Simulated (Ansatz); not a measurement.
The system is Ge.

```
CELL_PARAMETERS angstrom
1.39715 -2.60052 0.00000
1.39715 2.60052 0.00000
0.00000 0.00000 2.69823
ATOMIC_POSITIONS crystal
Ge 0.50000 0.50000 0.00000
```

This isn't the form of Ge at room conditions, which is diamond.

```yaml
Program: Ansatz 0.2.0
Task: relaxation of cell and atoms
Functional: PBEsol0
Potentials_or_basis: Ansatz PAW
Cutoff: "420 eV (not typed: the program's choice for these potentials)"
k_mesh: 6 × 6 × 5
Occupations: fermi-dirac, width 0.05 eV
Spin: no spin polarisation
```

At the start: volume 19.61 Å³/atom.

Problem. Where does the relaxation end?

Solution. It ends after 8 steps and the volume is 18.63 Å³/atom (-5.0 %); space group P6/mmm (No. 191, to 0.05 Å).

Step by step:
```tsv
step	energy change (eV)	largest force (eV/Å)	volume (Å³)
1	0.0000	0.0000	19.61
2	-0.0528	0.0000	18.92
3	-0.0553	0.0000	18.57
4	-0.0554	0.0000	18.63
5	-0.0554	0.0000	18.63
6	-0.0551	0.0000	18.63
7	-0.0551	0.0000	18.63
8	-0.0551	0.0000	18.63
```

Final structure:
```yaml
crystal:
  lattice:
    - [1.40939, -2.44106, 0.00000]
    - [1.40939, 2.44106, 0.00000]
    - [0.00000, 0.00000, 2.70718]
  atoms:
    - { symbol: Ge, position: [0.50000, 0.50000, 0.00000] }
```

Caveat: the k mesh is coarse (spacing up to 0.47 Å⁻¹), so the values aren't converged, least of all with exact exchange; the plane-wave basis is chosen anew once the cell has moved, so the energies of steps on either side of that aren't comparable; the PAW data sets come from PBE, with cores solved anew for the run's functional, which leaves a small shift of forces and pressure.
